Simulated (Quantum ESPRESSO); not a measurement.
# CuO (Tenorite) (C2/c) in Quantum ESPRESSO: single point with PBEsol

Aim: the single point of CuO (Tenorite) with PBEsol.

Everything below comes from runs of Quantum ESPRESSO 7.5. Logs are shortened: lines on timing, memory, paths and dates and some standing lists are left out, and cuts for length are marked.

## Step 1: The undisturbed crystal

It takes space group C2/c (No. 15, monoclinic). The conventional cell has a = 4.684 Å, b = 3.423 Å, c = 5.129 Å, α = 90.00°, β = 99.54°, γ = 90.00°. Cu (site symmetry -1) is surrounded by 4 O at 1.95 to 1.96 Å. Around O (site symmetry 2) lie 4 Cu at 1.95 to 1.96 Å.

## Step 2: Single point, PBEsol (atoms moved at random, drawn with an rms of 0.05 Å)

File pw.in:

```
&CONTROL
  calculation = 'scf'
  prefix = 'pwscf'
  outdir = './tmp'
  pseudo_dir = './pseudo'
  tprnfor = .true.
  tstress = .true.
  disk_io = 'nowf'
/
&SYSTEM
  ibrav = 0
  nat = 4
  ntyp = 2
  ecutwfc = 56
  ecutrho = 448
  nbnd = 34
  occupations = 'smearing'
  smearing = 'fd'
  degauss = 0.00367493
/
&ELECTRONS
  conv_thr = 8d-10
  electron_maxstep = 120
  mixing_beta = 0.5
/
ATOMIC_SPECIES
Cu    63.5460 cu_pbesol_v1.2.uspp.F.UPF
O     15.9990 o_pbesol_v1.2.uspp.F.UPF
CELL_PARAMETERS angstrom
   2.3418500000   -1.7113000000    0.0000000000
   2.3418500000    1.7113000000    0.0000000000
  -0.8500274268    0.0000000000    5.0578693947
ATOMIC_POSITIONS crystal
Cu     0.5063060000   -0.0089130000    0.5000460000
Cu    -0.0030500000    0.5118650000    0.0077660000
O      0.4125810000    0.5821750000    0.7543040000
O      0.5793590000    0.4093460000    0.2516240000
K_POINTS automatic
10 10 5 0 0 0
```

Potentials or basis: GBRV 1.5 PBEsol.

On the command line:

```sh
OMP_NUM_THREADS=1 mpirun -n 2 pw.x -nk 2 -in pw.in > pw.out
```

pw.out:

```text
This program is part of the open-source Quantum ESPRESSO suite
     for quantum simulation of materials; please cite
[... 10 lines left out ...]
     --------------------
     sticks:   dense  smooth     PW     G-vecs:    dense   smooth      PW
     Sum        1021     515    163                43821    15447    2735

     Using Slab Decomposition

     bravais-lattice index     =            0
     lattice parameter (alat)  =       5.4811  a.u.
     unit-cell volume          =     273.5769 (a.u.)^3
     number of atoms/cell      =            4
     number of atomic types    =            2
     number of electrons       =        50.00
     number of Kohn-Sham states=           34
     kinetic-energy cutoff     =      56.0000  Ry
     charge density cutoff     =     448.0000  Ry
     scf convergence threshold =      8.0E-10
     mixing beta               =       0.5000
     number of iterations used =            8  plain     mixing
     Exchange-correlation= SLA  PW   PSX  PSC
                           (   1   4  10   8   0   0   0)

     celldm(1)=   5.481121  celldm(2)=   0.000000  celldm(3)=   0.000000
     celldm(4)=   0.000000  celldm(5)=   0.000000  celldm(6)=   0.000000

     crystal axes: (cart. coord. in units of alat)
               a(1) = (   0.807400  -0.590005   0.000000 )
               a(2) = (   0.807400   0.590005   0.000000 )
               a(3) = (  -0.293064   0.000000   1.743802 )

     reciprocal axes: (cart. coord. in units 2 pi/alat)
               b(1) = (  0.619272 -0.847451  0.104075 )
               b(2) = (  0.619272  0.847451  0.104075 )
               b(3) = ( -0.000000  0.000000  0.573460 )

     PseudoPot. # 1 for Cu read from file:
     cu_pbesol_v1.2.uspp.F.UPF
     Pseudo is Ultrasoft + core correction, Zval = 19.0
     Generated by new atomic code, or converted to UPF format
     Using radial grid of  867 points,  6 beta functions with:
                l(1) =   0
                l(2) =   0
                l(3) =   1
                l(4) =   1
                l(5) =   2
                l(6) =   2
     Q(r) pseudized with  8 coefficients,  rinner =    1.150   1.150   1.150
                                                       1.150   1.150

     PseudoPot. # 2 for O  read from file:
     o_pbesol_v1.2.uspp.F.UPF
     Pseudo is Ultrasoft + core correction, Zval =  6.0
     Generated by new atomic code, or converted to UPF format
     Using radial grid of  737 points,  5 beta functions with:
                l(1) =   0
                l(2) =   0
                l(3) =   1
                l(4) =   1
                l(5) =   2
     Q(r) pseudized with  8 coefficients,  rinner =    0.900   0.900   0.900
                                                       0.900   0.900

     atomic species   valence    mass     pseudopotential
     Cu               19.00    63.54600     Cu( 1.00)
     O                 6.00    15.99900     O ( 1.00)

     No symmetry found

   Cartesian axes

     site n.     atom                  positions (alat units)
         1        Cu     tau(   1) = (   0.2550495  -0.3039817   0.8719811  )
         2        Cu     tau(   2) = (   0.4085411   0.3038024   0.0135424  )
         3        O      tau(   3) = (   0.5821063   0.1000613   1.3153566  )
         4        O      tau(   4) = (   0.7245381  -0.1003085   0.4387824  )

     number of k points=   252  Fermi-Dirac smearing, width (Ry)=  0.0037

     Number of k-points >= 100: set verbosity='high' to print them.

     Dense  grid:    43821 G-vectors     FFT dimensions: (  40,  40,  72)

     Smooth grid:    15447 G-vectors     FFT dimensions: (  27,  27,  48)

     Check: negative core charge=   -0.000002

     Initial potential from superposition of free atoms

     starting charge      48.0000, renormalised to      50.0000
     Starting wfcs are   34 randomized atomic wfcs

     Self-consistent Calculation

     iteration #  1     ecut=    56.00 Ry     beta= 0.50
     Davidson diagonalization with overlap
     ethr =  1.00E-02,  avg # of iterations =  4.3

     total energy              =    -868.83287827 Ry
     estimated scf accuracy    <       4.74699813 Ry

     iteration #  2     ecut=    56.00 Ry     beta= 0.50
     Davidson diagonalization with overlap
     ethr =  9.49E-03,  avg # of iterations =  3.0

     total energy              =    -870.41783298 Ry
     estimated scf accuracy    <       8.78867579 Ry

     iteration #  3     ecut=    56.00 Ry     beta= 0.50
     Davidson diagonalization with overlap
     ethr =  9.49E-03,  avg # of iterations =  2.0

     total energy              =    -871.31723638 Ry
     estimated scf accuracy    <       0.37004236 Ry

     iteration #  4     ecut=    56.00 Ry     beta= 0.50
     Davidson diagonalization with overlap
     ethr =  7.40E-04,  avg # of iterations =  2.1

     total energy              =    -871.34742544 Ry
     estimated scf accuracy    <       0.13254348 Ry

     iteration #  5     ecut=    56.00 Ry     beta= 0.50
     Davidson diagonalization with overlap
     ethr =  2.65E-04,  avg # of iterations =  1.2

     total energy              =    -871.35512975 Ry
     estimated scf accuracy    <       0.08807715 Ry

     iteration #  6     ecut=    56.00 Ry     beta= 0.50
     Davidson diagonalization with overlap
     ethr =  1.76E-04,  avg # of iterations =  1.1

     total energy              =    -871.35451351 Ry
     estimated scf accuracy    <       0.01180429 Ry

     iteration #  7     ecut=    56.00 Ry     beta= 0.50
     Davidson diagonalization with overlap
     ethr =  2.36E-05,  avg # of iterations =  3.0

     total energy              =    -871.35570838 Ry
     estimated scf accuracy    <       0.01105787 Ry

     iteration #  8     ecut=    56.00 Ry     beta= 0.50
     Davidson diagonalization with overlap
     ethr =  2.21E-05,  avg # of iterations =  1.0

     total energy              =    -871.35658692 Ry
     estimated scf accuracy    <       0.00017713 Ry

     iteration #  9     ecut=    56.00 Ry     beta= 0.50
     Davidson diagonalization with overlap
     ethr =  3.54E-07,  avg # of iterations =  2.9

     total energy              =    -871.35660695 Ry
     estimated scf accuracy    <       0.00032507 Ry

     iteration # 10     ecut=    56.00 Ry     beta= 0.50
     Davidson diagonalization with overlap
     ethr =  3.54E-07,  avg # of iterations =  1.0

     total energy              =    -871.35662298 Ry
     estimated scf accuracy    <       0.00001501 Ry

     iteration # 11     ecut=    56.00 Ry     beta= 0.50
     Davidson diagonalization with overlap
     ethr =  3.00E-08,  avg # of iterations =  2.0

     total energy              =    -871.35662529 Ry
     estimated scf accuracy    <       0.00000008 Ry

     iteration # 12     ecut=    56.00 Ry     beta= 0.50
     Davidson diagonalization with overlap
     ethr =  1.67E-10,  avg # of iterations =  3.0

     total energy              =    -871.35662532 Ry
     estimated scf accuracy    <          1.0E-08 Ry

     iteration # 13     ecut=    56.00 Ry     beta= 0.50
     Davidson diagonalization with overlap
     ethr =  2.00E-11,  avg # of iterations =  2.0

     total energy              =    -871.35662532 Ry
     estimated scf accuracy    <          1.7E-09 Ry

     iteration # 14     ecut=    56.00 Ry     beta= 0.50
     Davidson diagonalization with overlap
     ethr =  3.46E-12,  avg # of iterations =  1.5

     End of self-consistent calculation

     Number of k-points >= 100: set verbosity='high' to print the bands.

     the Fermi energy is    11.7061 ev

!    total energy              =    -871.35662532 Ry
     estimated scf accuracy    <          1.4E-10 Ry
     smearing contrib. (-TS)   =      -0.00140116 Ry
     internal energy E=F+TS    =    -871.35522416 Ry

     The total energy is F=E-TS. E is the sum of the following terms:
     one-electron contribution =    -619.72332435 Ry
     hartree contribution      =     336.60486797 Ry
     xc contribution           =     -91.01429649 Ry
     ewald contribution        =    -497.22247129 Ry

     convergence has been achieved in  14 iterations

     Forces acting on atoms (cartesian axes, Ry/au):

     atom    1 type  1   force =    -0.00177817    0.00547434    0.01495944
     atom    2 type  1   force =    -0.00740326    0.00039391   -0.01300020
     atom    3 type  2   force =     0.00374092   -0.01771314   -0.00391543
     atom    4 type  2   force =     0.00544051    0.01184489    0.00195619

     Total force =     0.031586     Total SCF correction =     0.000017

     Computing stress (Cartesian axis) and pressure

          total   stress  (Ry/bohr**3)                   (kbar)     P=      -24.35
  -0.00018248  -0.00001178  -0.00007043          -26.84       -1.73      -10.36
  -0.00001178  -0.00002278  -0.00003070           -1.73       -3.35       -4.52
  -0.00007043  -0.00003070  -0.00029127          -10.36       -4.52      -42.85

=------------------------------------------------------------------------------=
   JOB DONE.
=------------------------------------------------------------------------------=
```

Wall time 2.8 min (2 MPI ranks of Arm Neoverse V2, shared host); peak memory 0.56 GiB.

What came out:

```yaml
Free_energy: -11855.4108 eV
Pressure: -2.4 GPa
Largest_force: 0.476 eV/Å
Band_gap_on_the_k_mesh: none (metal or under the smearing width)
```

Forces on the atoms (eV/Å):
```
Cu  -0.046  0.141  0.385
Cu  -0.190  0.010 -0.334
O    0.096 -0.455 -0.101
O    0.140  0.305  0.050
```

Levels at points of the mesh, in eV from the Fermi level:
```csv
k point,band 21,band 22,band 23,band 24,band 25,band 26,band 27,band 28,band 29,band 30
"(0.00, 0.00, 0.00)",-2.40,-2.24,-2.17,-1.68,0.21,0.95,1.60,5.81,8.05,13.10
"(0.00, -0.50, 0.00)",-2.06,-1.63,-1.55,-1.43,-0.02,0.28,4.77,6.14,6.81,10.93
"(-0.50, -0.50, 0.00)",-2.16,-2.15,-1.64,-1.24,-0.66,1.08,3.17,6.90,8.35,9.89
"(0.50, 0.00, 0.00)",-2.09,-1.63,-1.53,-1.42,-0.02,0.25,4.69,6.14,6.86,10.89
```

Caveat: the run has no spin polarisation, though such a crystal can be magnetic; semilocal functionals often make such compounds metallic where correlation or magnetic order opens a gap, which also shifts bond lengths.
